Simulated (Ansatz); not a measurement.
# HfS2: enthalpy under pressure, worked through

Theory: DFT PBEsol, scalar-relativistic, plane waves, PAW (Ansatz). Settings: 420 eV cutoff, 12×12×6 k-mesh, Gaussian smearing of 0.02 eV, no spin polarisation.

The relaxed crystal:

```
Hf S
1.0
     3.59226    0.00000    0.00000
    -1.79613    3.11099    0.00000
     0.00000    0.00000    5.94632
Hf S
1 2
Direct
  0.00000 0.00000 0.00000
  0.66667 0.33333 0.75620
  0.33333 0.66667 0.24380
```

Cell and atoms were relaxed at each target pressure within the start's symmetry (P-3m1), at zero temperature; other phases can be more stable under pressure. H = E + PV with P the target; E is the free energy at the smearing used, whose derivative the pressure is, per atom and counted from zero pressure. The mesh named is that at zero pressure; some other pressures ran on another.

Spin-orbit coupling is left out, which matters for the bands and energies of heavy elements.

| P (GPa) | V (Å³/atom) | E − E0 (meV) | H − H0 (meV) |
| --- | --- | --- | --- |
| 0 | 22.151 | 0.0 | 0.0 |
| 2 | 20.611 | 8.0 | 265.3 |
| 5 | 19.481 | 31.8 | 639.7 |
| 10 | 18.260 | 87.8 | 1227.5 |
| 20 | 16.658 | 234.0 | 2313.3 |
| 40 | 14.577 | 612.6 | 4251.9 |

**Question.** Thermodynamics gives dH/dP = V along a relaxed path. Integrate V over P by the trapezoid rule and compare with the computed enthalpies.

**Answer.** With 1 eV/Å³ = 160.22 GPa, each step adds the mean volume times ΔP / 160.22:
```tsv
P (GPa)	∫V dP (meV)	H − H0 (meV)	difference (meV)
2	266.9	265.3	1.6
5	642.3	639.7	2.5
10	1231.2	1227.5	3.7
20	2320.9	2313.3	7.5
40	4270.4	4251.9	18.5
```

V(P) curves upward, so the trapezoid rule runs high; integrating a smooth curve through the same points puts that excess at about 16.7 meV at 40 GPa, against the 18.5 meV found.

**Question.** At 40 GPa, how much of the enthalpy change is stored energy and how much is the PV term?

**Answer.** E rises by 613 meV/atom and PV is 40 × 14.577 / 160.22 = 3639 meV/atom, so PV makes 86 % of ΔH. So between rival structures at high pressure a small difference in volume can outweigh the difference in energy: 1 % of this volume is worth 36.4 meV/atom at this pressure.

**Question.** What bulk modulus do the lowest pressures give, and how is the compression shared among the axes?

**Answer.** From the pressures that the runs reached, 0.00 GPa (22.151 Å³) and 2.00 GPa (20.611 Å³), B = −ΔP/Δln V = 2.00 / 0.0720 = 28 GPa, a mean over that range. Where layers or molecules are held by dispersion forces, this functional describes the zero-pressure volume and B poorly. The linear compressibilities −Δln(length)/ΔP are 4.71 along a, 4.71 along b, 26.58 along c (in TPa⁻¹). With fixed angles they add up to 1/B: 36.00 against 36.00. Softest: c, at 74 % of the volume change per axis.

**Question.** The gap is 0.929 eV at 0.00 GPa and 0.550 eV at 2.00 GPa. What pressure coefficient and volume deformation potential follow?

**Answer.** dE_g/dP = -189.2 meV/GPa, and a_V = dE_g/d ln V = −B dE_g/dP = 5.26 eV. A gap that closes or barely moves under pressure is usual where the conduction edge lies away from the zone centre, has d character, or where the bands broaden faster than they shift. If the edges move to other points of the zone within the range, this is a mean of two slopes. Gaps are Kohn–Sham gaps over the whole zone.